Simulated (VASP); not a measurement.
# CsSnI3 (Pm-3m) in VASP: notebook

Runs on CsSnI3. Level: PBE+D3(BJ). Tasks: equation of state.

Everything below comes from runs of VASP 6.6.1. Logs are shortened: lines on timing, memory, paths and dates and some standing lists are left out, and cuts for length are marked.

### Step 1. The crystal as given

It takes space group Pm-3m (No. 221, cubic). The conventional cell has a = 6.203 Å, b = 6.203 Å, c = 6.203 Å, α = 90.00°, β = 90.00°, γ = 90.00°. Around Cs (site symmetry m-3m) lie 12 I at 4.39 Å. I (site symmetry 4/mmm) is surrounded by 2 Sn at 3.10 Å. Sn (site symmetry m-3m) is surrounded by 6 I at 3.10 Å.

### Step 2. Equation of state, PBE+D3(BJ), 45.82 Å³/atom (a relaxed cell with its volume scaled by 0.96)

File INCAR:

```
SYSTEM = CsSnI3
ALGO = Normal ; EDIFF = 1E-6
ENCUT = 520 ; GGA = PE
ISIF = 2 ; ISMEAR = 0
IVDW = 12 ; KPAR = 2
LASPH = .True. ; LCHARG = .False.
LREAL = .False. ; LWAVE = .False.
NELM = 60 ; PREC = Accurate
SIGMA = 0.02
```

File KPOINTS:

```
k-points
0
Gamma
  4 4 4
  0 0 0
```

File POSCAR:

```
CsSnI3                                  
1.0
    6.1187925770      0.0000000000      0.0000000000
   -0.0000000000      6.1187925770      0.0000000000
    0.0000000000      0.0000000000      6.1187925770
  Cs              I               Sn            
     1     3     1
Direct
     0.0000000000000000    0.0000000000000000    0.0000000000000000
     0.5000000000000000    0.5000000000000000    0.0000000000000000
     0.5000000000000000    0.0000000000000000    0.5000000000000000
     0.0000000000000000    0.5000000000000000    0.5000000000000000
     0.5000000000000000    0.5000000000000000    0.5000000000000000
```

Potentials or basis: VASP PAW PBE potentials, release 64 (Cs_sv, I, Sn_d).

Command:

```
$ cat potpaw_PBE.64/Cs_sv/POTCAR potpaw_PBE.64/I/POTCAR potpaw_PBE.64/Sn_d/POTCAR > POTCAR
$ mpirun -np 2 vasp_std > vasp.out
```

OUTCAR:

```text
SYSTEM = CsSnI3
   EDIFF = 1E-6
   ENCUT = 520
   GGA = PE
   ISIF = 2
   ISMEAR = 0
   IVDW = 12
   LASPH = .True.
   LREAL = .False.
   NELM = 60
   PREC = Accurate
 IVDW          = 12

 ion  position               nearest neighbor table
   1  0.000  0.000  0.000-
   2  0.500  0.500  0.000-   5 3.06   5 3.06
   3  0.500  0.000  0.500-   5 3.06   5 3.06
   4  0.000  0.500  0.500-   5 3.06   5 3.06
   5  0.500  0.500  0.500-   2 3.06   3 3.06   4 3.06   2 3.06   3 3.06   4 3.06

  LATTYP: Found a simple cubic cell.
 ALAT       =     6.1187925770

  Lattice vectors:

 A1 = (   6.1187925770,   0.0000000000,   0.0000000000)
 A2 = (   0.0000000000,   6.1187925770,   0.0000000000)
 A3 = (   0.0000000000,   0.0000000000,   6.1187925770)

Analysis of symmetry for initial positions (statically):
=====================================================================
 Subroutine PRICEL returns:
 Original cell was already a primitive cell.

 Routine SETGRP: Setting up the symmetry group for a
 simple cubic supercell.

 Subroutine GETGRP returns: Found 48 space group operations
 (whereof 48 operations were pure point group operations)
 out of a pool of 48 trial point group operations.

The static configuration has the point symmetry O_h .

Analysis of symmetry for dynamics (positions and initial velocities):
=====================================================================
 Subroutine PRICEL returns:
 Original cell was already a primitive cell.

 Routine SETGRP: Setting up the symmetry group for a
 simple cubic supercell.

 Subroutine GETGRP returns: Found 48 space group operations
 (whereof 48 operations were pure point group operations)
 out of a pool of 48 trial point group operations.

The dynamic configuration has the point symmetry O_h .

 Subroutine INISYM returns: Found 48 space group operations
 (whereof 48 operations are pure point group operations),
 and found     1 'primitive' translations

----------------------------------------------------------------------------------------

                                     Primitive cell

  volume of cell :     229.0853

  direct lattice vectors                    reciprocal lattice vectors
     6.118792577  0.000000000  0.000000000     0.163430936  0.000000000  0.000000000
     0.000000000  6.118792577  0.000000000     0.000000000  0.163430936  0.000000000
     0.000000000  0.000000000  6.118792577     0.000000000  0.000000000  0.163430936

  length of vectors
     6.118792577  6.118792577  6.118792577     0.163430936  0.163430936  0.163430936

  position of ions in fractional coordinates (direct lattice)
     0.000000000  0.000000000  0.000000000
     0.500000000  0.500000000  0.000000000
     0.500000000  0.000000000  0.500000000
     0.000000000  0.500000000  0.500000000
     0.500000000  0.500000000  0.500000000

  ion indices of the primitive-cell ions
   primitive index   ion index
                 1           1
                 2           2
                 3           3
                 4           4
                 5           5

----------------------------------------------------------------------------------------

 KPOINTS: k-points

Automatic generation of k-mesh.
 Grid dimensions read from file:
 generate k-points for:    4    4    4

 Generating k-lattice:

  Cartesian coordinates                     Fractional coordinates (reciprocal lattice)
     0.040857734  0.000000000  0.000000000     0.250000000  0.000000000  0.000000000
     0.000000000  0.040857734  0.000000000     0.000000000  0.250000000  0.000000000
     0.000000000  0.000000000  0.040857734     0.000000000  0.000000000  0.250000000

  Length of vectors
     0.040857734  0.040857734  0.040857734

  Shift w.r.t. Gamma in fractional coordinates (k-lattice)
     0.000000000  0.000000000  0.000000000

 Subroutine IBZKPT returns following result:
 ===========================================

 Found     10 irreducible k-points:

 Following reciprocal coordinates:
            Coordinates               Weight
  0.000000  0.000000  0.000000      1.000000
  0.250000  0.000000  0.000000      6.000000
  0.500000  0.000000  0.000000      3.000000
  0.250000  0.250000  0.000000     12.000000
  0.500000  0.250000  0.000000     12.000000
  0.500000  0.500000  0.000000      3.000000
  0.250000  0.250000  0.250000      8.000000
  0.500000  0.250000  0.250000     12.000000
  0.500000  0.500000  0.250000      6.000000
  0.500000  0.500000  0.500000      1.000000
   k-points           NKPTS =     10   k-points in BZ     NKDIM =     10   number of bands    NBANDS=     26
   number of dos      NEDOS =    301   number of ions     NIONS =      5
   total plane-waves  NPLWV = 110592
   dimension x,y,z NGX =    48 NGY =   48 NGZ =   48
   dimension x,y,z NGXF=    96 NGYF=   96 NGZF=   96
   ions per type =               1   3   1
   NGX,Y,Z   is equivalent  to a cutoff of  13.04, 13.04, 13.04 a.u.
   NGXF,Y,Z  is equivalent  to a cutoff of  26.08, 26.08, 26.08 a.u.
 SYSTEM =  CsSnI3
   PREC   = accura    normal or accurate (medium, high low for compatibility)
   ISTART =      0    job   : 0-new  1-cont  2-samecut
   ICHARG =      2    charge: 1-file 2-atom 10-const
   ISPIN  =      1    spin polarized calculation?
   LNONCOLLINEAR =      F non collinear calculations
   LSORBIT =      F    spin-orbit coupling
   LASPH  =      T    aspherical Exc in radial PAW
   ENCUT  =  520.0 eV  38.22 Ry    6.18 a.u.  11.38 11.38 11.38*2*pi/ulx,y,z
   NELM   =     60;   NELMIN=  2; NELMDL= -5     # of ELM steps
   EDIFF  = 0.1E-05   stopping-criterion for ELM
   LREAL  =      F    real-space projection
   EDIFFG = 0.1E-04   stopping-criterion for IOM
   NSW    =      0    number of steps for IOM
   IBRION =     -1    ionic relax: 0-MD 1-quasi-New 2-CG
   NFREE  =      0    steps in history (QN), initial steepest desc. (CG)
   ISIF   =      2    stress and relaxation
   ISYM   =      2    0-nonsym 1-usesym 2-fastsym
   POTIM  = 0.5000    time-step for ionic-motion
   TEBEG  =    0.0;   TEEND  =   0.0 temperature during run
   PSTRESS=    0.0 pullay stress
   NELECT =      44.0000    total number of electrons
   NUPDOWN=      -1.0000    fix difference up-down
   EMIN   =  10.00;   EMAX   =-10.00  energy-range for DOS
   EFERMI =   0.00;   METHOD = LEGACY
   ISMEAR =     0;   SIGMA  =   0.02  broadening in eV -4-tet -1-fermi 0-gaus
   EFERMI_NEDOS =   21; number of points for ismear=-14 and -15
   IALGO  =     38    algorithm
   IMIX   =      4    mixing-type and parameters
     AMIX     =   0.40;   BMIX     =  1.00
     AMIX_MAG =   1.60;   BMIX_MAG =  1.00
  volume/ion in A,a.u.               =      45.82       309.19
  Fermi-wavevector in a.u.,A,eV,Ry     =   0.944554  1.784948 12.138869  0.892182
  Thomas-Fermi vector in A             =   2.072370
   LORBIT       =      0    0 simple, 1 ext, 2 COOP (PROOUT), +10 PAW based schemes
   GGA     = PE    functional components
   LHFCALC =     F    Hartree Fock is set to
   AEXX    =    0.0000 exact exchange contribution
   IVDW    =    12    specifies the selected vdW correction
   LEPSILON=     F    determine dielectric tensor
   LRPA    =     F    only Hartree local field effects (RPA)
 non-spin polarized calculation
 Gauss-broadening in eV      SIGMA  =   0.02
  energy-cutoff  :      520.00
  volume of cell :      229.09
 maximum number of plane-waves:      6198
 NGX is ok and might be reduce to    48

 number of electron      44.0000016 magnetization

 Free energy of the ion-electron system (eV)
  ---------------------------------------------------
  ext. energy  EPLUGINS =         0.00000000
  ---------------------------------------------------
  free energy    TOTEN  =       -13.86941461 eV

  energy without entropy =      -13.86941390  energy(sigma->0) =      -13.86941425

 E-fermi :   3.5137     XC(G=0):  -7.6986

 val. band max:        3.4637344441   @ k =   0.5000   0.5000   0.5000
 cond. band min:       3.5676628570   @ k =   0.5000   0.5000   0.5000
 fundamental gap:      0.1039284129
 Fermi energy:         3.5137150537

 k-point     1 :       0.0000    0.0000    0.0000
  band No.  band energies     occupation
      1     -19.0733      2.00000
      2     -18.8586      2.00000
      3     -18.8586      2.00000
      4     -18.8328      2.00000
      5     -18.8328      2.00000
      6     -18.8328      2.00000
[... 18 lines left out ...]
     25       6.2458      0.00000
     26       6.5713      0.00000

 k-point     2 :       0.2500    0.0000    0.0000
  band No.  band energies     occupation
      1     -19.0730      2.00000
      2     -18.8586      2.00000
      3     -18.8576      2.00000
      4     -18.8329      2.00000
      5     -18.8329      2.00000
      6     -18.8328      2.00000
[... 18 lines left out ...]
     25       6.6382      0.00000
     26       6.7705      0.00000

 k-point     3 :       0.5000    0.0000    0.0000
  band No.  band energies     occupation
      1     -19.0728      2.00000
      2     -18.8586      2.00000
      3     -18.8566      2.00000
      4     -18.8330      2.00000
      5     -18.8330      2.00000
      6     -18.8328      2.00000
[... 18 lines left out ...]
     25       7.1562      0.00000
     26       7.3718      0.00000

 k-point     4 :       0.2500    0.2500    0.0000
  band No.  band energies     occupation
      1     -19.0728      2.00000
      2     -18.8581      2.00000
      3     -18.8571      2.00000
      4     -18.8330      2.00000
      5     -18.8329      2.00000
      6     -18.8329      2.00000
[... 18 lines left out ...]
     25       6.4899      0.00000
     26       6.9297      0.00000

 k-point     5 :       0.5000    0.2500    0.0000
  band No.  band energies     occupation
      1     -19.0725      2.00000
      2     -18.8580      2.00000
      3     -18.8563      2.00000
      4     -18.8331      2.00000
      5     -18.8330      2.00000
      6     -18.8329      2.00000
[... 18 lines left out ...]
     25       7.3227      0.00000
     26       7.4165      0.00000

 k-point     6 :       0.5000    0.5000    0.0000
  band No.  band energies     occupation
      1     -19.0723      2.00000
      2     -18.8576      2.00000
      3     -18.8556      2.00000
      4     -18.8332      2.00000
      5     -18.8330      2.00000
      6     -18.8330      2.00000
[... 18 lines left out ...]
     25       7.3876      0.00000
     26       7.4367      0.00000

 k-point     7 :       0.2500    0.2500    0.2500
  band No.  band energies     occupation
      1     -19.0725      2.00000
      2     -18.8571      2.00000
      3     -18.8571      2.00000
      4     -18.8330      2.00000
      5     -18.8330      2.00000
      6     -18.8330      2.00000
[... 18 lines left out ...]
     25       6.0951      0.00000
     26       6.6709      0.00000

 k-point     8 :       0.5000    0.2500    0.2500
  band No.  band energies     occupation
      1     -19.0723      2.00000
      2     -18.8571      2.00000
      3     -18.8561      2.00000
      4     -18.8331      2.00000
      5     -18.8331      2.00000
      6     -18.8330      2.00000
[... 18 lines left out ...]
     25       5.9472      0.00000
     26       6.8525      0.00000

 k-point     9 :       0.5000    0.5000    0.2500
  band No.  band energies     occupation
      1     -19.0720      2.00000
      2     -18.8566      2.00000
      3     -18.8556      2.00000
      4     -18.8332      2.00000
      5     -18.8331      2.00000
      6     -18.8331      2.00000
[... 18 lines left out ...]
     25       5.7267      0.00000
     26       6.6738      0.00000

 k-point    10 :       0.5000    0.5000    0.5000
  band No.  band energies     occupation
      1     -19.0718      2.00000
      2     -18.8556      2.00000
      3     -18.8556      2.00000
      4     -18.8332      2.00000
      5     -18.8332      2.00000
      6     -18.8332      2.00000
[... 18 lines left out ...]
     25       3.5677      0.00014
     26       6.1800      0.00000

------------------------ aborting loop because EDIFF is reached ----------------------------------------

 Edisp (eV)   -1.30866

 E8    (eV) :    -0.6396

  FORCE on cell =-STRESS in cart. coord.  units (eV):
  Direction    XX          YY          ZZ          XY          YZ          ZX
  --------------------------------------------------------------------------------------
  -------------------------------------------------------------------------------------
  Total       1.11895     1.11895     1.11895    -0.00000    -0.00000     0.00000
  in kB       7.82574     7.82574     7.82574    -0.00000    -0.00000     0.00000
  external pressure =        7.83 kB  Pullay stress =        0.00 kB

 VOLUME and BASIS-vectors are now :
 -----------------------------------------------------------------------------
  energy-cutoff  :      520.00
  volume of cell :      229.09
      direct lattice vectors                 reciprocal lattice vectors
     6.118792577  0.000000000  0.000000000     0.163430936  0.000000000  0.000000000
     0.000000000  6.118792577  0.000000000     0.000000000  0.163430936  0.000000000
     0.000000000  0.000000000  6.118792577     0.000000000  0.000000000  0.163430936

 POSITION                                       TOTAL-FORCE (eV/Angst)
 -----------------------------------------------------------------------------------
      0.00000      0.00000      0.00000         0.000000      0.000000      0.000000
      3.05940      3.05940      0.00000         0.000000      0.000000      0.000000
      3.05940      0.00000      3.05940         0.000000      0.000000      0.000000
      0.00000      3.05940      3.05940         0.000000      0.000000      0.000000
      3.05940      3.05940      3.05940         0.000000      0.000000      0.000000
 -----------------------------------------------------------------------------------
    total drift:                                0.000000     -0.000000     -0.000000

  FREE ENERGIE OF THE ION-ELECTRON SYSTEM (eV)
  ---------------------------------------------------
  free  energy   TOTEN  =       -15.1780714008 eV

  energy  without entropy=      -15.1780706928  energy(sigma->0) =      -15.17807105
```

Run time: 34 s. Hardware: 2 MPI ranks of Intel Xeon Platinum 8488C (Sapphire Rapids), shared host; peak memory 0.34 GiB.

Results:

```
Free energy                : -15.1781 eV
Pressure                   : 0.8 GPa
Band gap on the k mesh     : 0.10 eV, direct
Dispersion energy per atom : -0.262 eV
```

Caveat: spin-orbit coupling is left out, which moves the levels of the heavy elements.

### Step 3. Equation of state, PBE+D3(BJ), 46.77 Å³/atom (a relaxed cell with its volume scaled by 0.98)

INCAR is that of step 2.

KPOINTS is that of step 2.

POSCAR, as its differences from that of step 2:

```diff
@@ -2,5 +2,5 @@
 1.0
-    6.1187925770      0.0000000000      0.0000000000
-   -0.0000000000      6.1187925770      0.0000000000
-    0.0000000000      0.0000000000      6.1187925770
+    6.1609924800      0.0000000000      0.0000000000
+   -0.0000000000      6.1609924800      0.0000000000
+    0.0000000000      0.0000000000      6.1609924800
   Cs              I               Sn
```

Potentials or basis: VASP PAW PBE potentials, release 64 (Cs_sv, I, Sn_d).

Command:

```
$ cat potpaw_PBE.64/Cs_sv/POTCAR potpaw_PBE.64/I/POTCAR potpaw_PBE.64/Sn_d/POTCAR > POTCAR
$ mpirun -np 2 vasp_std > vasp.out
```

Wall time 36 s (2 MPI ranks of Intel Xeon Platinum 8488C (Sapphire Rapids), shared host); peak memory 0.35 GiB.

The run converged. Its results:

* Free energy: -15.1954 eV
* Pressure: 0.4 GPa
* Band gap on the k mesh: 0.20 eV, direct
* Dispersion energy per atom: -0.256 eV

Caveat: spin-orbit coupling is left out, which moves the levels of the heavy elements.

### Step 4. Equation of state, PBE+D3(BJ), 47.73 Å³/atom

INCAR is that of step 3.

KPOINTS is that of step 3.

POSCAR, as its differences from that of step 3:

```diff
@@ -2,5 +2,5 @@
 1.0
-    6.1609924800      0.0000000000      0.0000000000
-   -0.0000000000      6.1609924800      0.0000000000
-    0.0000000000      0.0000000000      6.1609924800
+    6.2026220704      0.0000000000      0.0000000000
+   -0.0000000000      6.2026220704      0.0000000000
+    0.0000000000      0.0000000000      6.2026220704
   Cs              I               Sn
```

Command:

```
$ cat potpaw_PBE.64/Cs_sv/POTCAR potpaw_PBE.64/I/POTCAR potpaw_PBE.64/Sn_d/POTCAR > POTCAR
$ mpirun -np 2 vasp_std > vasp.out
```

It took 33 s on 2 MPI ranks of Intel Xeon Platinum 8488C (Sapphire Rapids), shared host; peak memory 0.35 GiB.

The run converged. Its results:

| Item | Value |
| --- | --- |
| Free energy | -15.2009 eV |
| Pressure | 0.0 GPa |
| Band gap on the k mesh | 0.29 eV, direct |
| Dispersion energy per atom | -0.251 eV |

Caveat: spin-orbit coupling is left out, which moves the levels of the heavy elements.

### Step 5. Equation of state, PBE+D3(BJ), 48.68 Å³/atom (a relaxed cell with its volume scaled by 1.02)

INCAR is that of step 4.

KPOINTS is that of step 4.

POSCAR, as its differences from that of step 4:

```diff
@@ -2,5 +2,5 @@
 1.0
-    6.2026220704      0.0000000000      0.0000000000
-   -0.0000000000      6.2026220704      0.0000000000
-    0.0000000000      0.0000000000      6.2026220704
+    6.2437002349      0.0000000000      0.0000000000
+   -0.0000000000      6.2437002349      0.0000000000
+    0.0000000000      0.0000000000      6.2437002349
   Cs              I               Sn
```

Command:

```
$ cat potpaw_PBE.64/Cs_sv/POTCAR potpaw_PBE.64/I/POTCAR potpaw_PBE.64/Sn_d/POTCAR > POTCAR
$ mpirun -np 2 vasp_std > vasp.out
```

Wall time 33 s (2 MPI ranks of Intel Xeon Platinum 8488C (Sapphire Rapids), shared host); peak memory 0.35 GiB.

It converged, with:

* Free energy: -15.1958 eV
* Pressure: -0.4 GPa
* Band gap on the k mesh: 0.38 eV, direct
* Dispersion energy per atom: -0.246 eV

Caveat: spin-orbit coupling is left out, which moves the levels of the heavy elements.

### Step 6. Equation of state, PBE+D3(BJ), 49.64 Å³/atom (a relaxed cell with its volume scaled by 1.04)

INCAR is that of step 5.

KPOINTS is that of step 5.

POSCAR, as its differences from that of step 5:

```diff
@@ -2,5 +2,5 @@
 1.0
-    6.2437002349      0.0000000000      0.0000000000
-   -0.0000000000      6.2437002349      0.0000000000
-    0.0000000000      0.0000000000      6.2437002349
+    6.2842448790      0.0000000000      0.0000000000
+   -0.0000000000      6.2842448790      0.0000000000
+    0.0000000000      0.0000000000      6.2842448790
   Cs              I               Sn
```

Potentials or basis: VASP PAW PBE potentials, release 64 (Cs_sv, I, Sn_d).

Command:

```
$ cat potpaw_PBE.64/Cs_sv/POTCAR potpaw_PBE.64/I/POTCAR potpaw_PBE.64/Sn_d/POTCAR > POTCAR
$ mpirun -np 2 vasp_std > vasp.out
```

It took 29 s on 2 MPI ranks of Intel Xeon Platinum 8488C (Sapphire Rapids), shared host; peak memory 0.34 GiB.

It converged, with:

```yaml
Free_energy: -15.1813 eV
Pressure: -0.7 GPa
Band_gap_on_the_k_mesh: 0.46 eV, direct
Dispersion_energy_per_atom: -0.241 eV
```

Caveat: spin-orbit coupling is left out, which moves the levels of the heavy elements.

### Step 7. Equation of state, PBE+D3(BJ)

No new run: the results of the series are fitted here.

What came out:

* Equilibrium volume: 47.73 Å³/atom
* Bulk modulus: 17.7 GPa
* Pressure derivative of the bulk modulus: 4.5 (rough: it moves with the points fitted)

Energy against volume, from the lowest point:
```
volume (Å³/atom)  energy (meV/atom)
          45.817               4.56
          46.772               1.10
          47.726               0.00
          48.681               1.01
          49.635               3.92
```

### Step 8. For comparison

An earlier run on the cell as given: functional PBEsol; potentials or basis VASP PAW PBE potentials, release 64 (Cs_sv, I, Sn_d); cutoff 520 eV; k mesh 5 × 5 × 5; occupations fermi-dirac, width 0.05 eV; no spin polarisation.

* Pressure: -0.7 GPa
* Band gap on the k mesh: 1.72 eV, direct
